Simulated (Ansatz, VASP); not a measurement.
**As: VASP beside Ansatz**

The input INCAR:

```
SYSTEM = As
  PREC = Accurate
  ENCUT = 520
  EDIFF = 1E-6
  ISMEAR = -1
  SIGMA = 0.1
  LREAL = .FALSE.
  LASPH = .TRUE.
  NELM = 80
  ALGO = Normal
  ISIF = 2
  LWAVE = .FALSE.
  LCHARG = .FALSE.
  GGA = RE
  NBANDS = 8
```

KPOINTS

```
Automatic mesh
0
G
  15 15 15
  0 0 0
```

Contents of POSCAR:

```
As
1.0
   -1.6438948938      1.6438948938      1.6438948938
    1.6438948938     -1.6438948938      1.6438948938
    1.6438948938      1.6438948938     -1.6438948938
As
1
Direct
    0.0000000000      0.0000000000      0.0000000000
```

Input for Ansatz:

```yaml
crystal:
  lattice:
    - [-1.6438948938, 1.6438948938, 1.6438948938]
    - [1.6438948938, -1.6438948938, 1.6438948938]
    - [1.6438948938, 1.6438948938, -1.6438948938]
  atoms:
    - { symbol: As, position: [0.0, 0.0, 0.0] }
hamiltonian:
  xc: revpbe
  pseudopotentials:
    kind: paw
    azcp:
      As: "pseudopotentials/As.paw.azcp"
basis:
  ecutwfc: 420
  fft_grid_basis: typed
kpoints:
  mp_grid: { grid: [15, 15, 15], shift: [0, 0, 0] }
magnetization:
  spin_polarized: false
scf:
  occupations: { method: fermi_dirac, width: 0.1 }
  lower_state_search: "off"
output:
  stress: true
```

Alike in both runs: task single point; functional revPBE; k mesh 15 × 15 × 15; occupations fermi-dirac, width 0.1 eV; no spin polarisation.

```csv
,VASP,Ansatz
version,VASP 6.6.1,Ansatz 0.2.0
potentials or method,"VASP PAW PBE potentials, release 64 (As)","plane waves (420 eV) with PAW, scalar-relativistic"
plane-wave cutoff (eV),520,420
valence electrons in the cell,5,15
```

|  | VASP | Ansatz | Ansatz less VASP |
| --- | --- | --- | --- |
| pressure (GPa) | 7.7 | 7.6 | -0.08 |

The two sets of potentials don't hold the same shells in valence.

Caveats: the PAW data sets were made with another functional, which shifts forces and pressure a little (VASP).
